Near the equilibrium volume $V$, a stray pressure $p$ changes the volume by about $pV/B$, where $B$ is the bulk modulus. For this CdS crystal, that is half a cubic ångström per atom for each gigapascal. An energy error $\delta(V)$ acts as just such a pressure, $p=-\mathrm{d}\delta/\mathrm{d}V$. The size of the error therefore does not matter for the volume, only the way it changes as the cell grows.

Three limiting cases follow. A constant error leaves the whole equation of state untouched. An error that changes along a straight line moves the minimum but leaves the curvature of the energy at any given volume as it was. A curved or uneven error alters the bulk modulus even at a given volume, and usually still more its slope, which is the change of the modulus with pressure.

Static-lattice equation of state of wurtzite CdS (4-atom cell) from PBE calculations with SIESTA and FLEUR, without spin polarisation or spin-orbit coupling, on a 7×7×4 k mesh with Fermi-Dirac smearing of 0.05 eV. Volume, bulk modulus and its slope (pressure derivative) are taken at the energy minimum of a Birch-Murnaghan fit; Kmax is in bohr⁻¹. In the row labelled Ansatz NC, only the cadmium potential is of that set; sulfur has the same PseudoDojo potential as in the other SIESTA row.

```tsv
program	potentials	basis	equilibrium volume (Å³/atom)	bulk modulus (GPa)	bulk modulus slope	equilibrium volume less the median of the rows (Å³/atom)
SIESTA	Ansatz NC	DZP	25.999	54.90	4.540	-0.060
FLEUR	all electron	3.5 Kmax	26.036	50.40	6.860	-0.023
FLEUR	all electron	4.5 Kmax	26.059	53.20	4.560	0.000
FLEUR	all electron	4 Kmax	26.136	53.50	4.630	0.077
SIESTA	PseudoDojo 0.4 standard, converted to PSML	TZDP	26.303	55.70	4.460	0.244
```

The five volumes span 1.2 % of the FLEUR 4.5 Kmax value, or about 0.4 % in length. The crystal and the density functional are the same throughout, so this spread comes from the potentials, basis sets and other numerical settings. FLEUR alone covers 0.10 Å³/atom, so the order of the four smallest volumes should not be read as a ranking. Only SIESTA with PseudoDojo potentials for both elements stands apart, 0.17 Å³/atom above the largest FLEUR value.

**A sloping error: FLEUR at 4 Kmax.** Kmax is the cutoff of the plane-wave basis, given here in inverse bohr, and the run at 4.5 Kmax serves here as the reference, though not as a converged limit. Relative to it, the energy at 4 Kmax is too high by 12.7 meV/atom at 25.12 Å³/atom, but by only 11.1 meV/atom at 26.63 Å³/atom. Expansion is thus favoured by mistake.

The resulting shift can be worked out by hand. The offset falls by 1.6 meV over 1.51 Å³, or 1.06 meV/Å³, which is a pressure of 0.17 GPa. Multiplied by $V/B=26.06/53.2=0.49$ Å³ per GPa, this gives an expansion of 0.083 Å³/atom, against 0.077 in the table. Since the estimate uses the same energies as the tabulated volumes, it shows how the offset moves the minimum, not where the offset comes from. The source may be the cutoff itself or the description inside the atomic spheres, where this run stops at lower angular momenta than the other two FLEUR runs. The still smaller cutoff of the next case gives a nearly level offset, which points to the spheres but does not prove it.

**A large but nearly level error: FLEUR at 3.5 Kmax.** Here the energy is about 58 meV/atom too high, several times the offset at 4 Kmax. Yet the volume differs from the reference by only −0.023 Å³/atom, because the offset hardly changes with volume. Judged by the volume alone, the smallest cutoff would look better than the middle one.

The modulus and its slope expose the problem. The offset is not quite level: it wanders by 0.7 meV/atom over the five cells, first down and then up. At a fixed cutoff the number of plane waves changes in jumps as the cell grows, and a small basis feels each jump more strongly; this standard effect probably causes the unevenness. With five energies for the four constants of the curve, there is little to average it out. The low modulus of 50 GPa and the slope of 6.9, where the other rows have about 4.5, therefore come from uneven energies in a short fit and are no sign of a softer crystal.

**A curved difference: the two SIESTA rows.** At 26.13 Å³/atom the PseudoDojo run has a pressure 0.6 GPa higher than the Ansatz run, and at 23.61 Å³/atom the gap has grown to 1.1 GPa. Under compression the pressure thus rises faster in the PseudoDojo run, which makes its crystal the stiffer of the two. A crystal is normally softer at a larger volume, yet this row combines the largest volume with the largest modulus. Brought to the FLEUR 4.5 Kmax volume by means of each row's own slope, its modulus is 58 GPa, against 54 GPa for the Ansatz row.

Between these two rows the cadmium potential and the basis change together, while the sulfur potential stays the same. The difference therefore belongs to the pair of changes, and cannot be put down to the cadmium potential or the basis alone. The basis may well contribute. In a compressed crystal, atoms can borrow more of their neighbours' orbitals, which usually helps a smaller basis such as DZP most and draws it towards small volumes. This borrowing cannot explain why the PseudoDojo volume lies above all the FLEUR values; the runs leave that open.

The makers of the data warn that the basis can be too short for a valence level that lies over a semicore shell, as in cadmium. That warning comes from their tests on other systems; the two SIESTA runs themselves raised none. What the runs do record is an error in the cadmium atomic level used to build that basis: 1.9 eV in the Ansatz run and 0.4 eV in the PseudoDojo run. Yet the Ansatz volume lies closer to FLEUR. That is no contradiction: only the part of a basis error that changes with volume moves the minimum, and errors of potential and basis may also cancel. The error of the atomic level tells something about how the basis was built, but does not measure the error in volume.

In practice, compare two settings by subtracting their energies at several volumes and looking at the shape of the difference. A level difference leaves volume and modulus alone, a slope moves the volume, and a bend or scatter spoils the modulus. Check the modulus slope before trusting the modulus, and change potential and basis one at a time. Among these runs, a volume difference below 0.1 Å³/atom does not rank one setting above another.
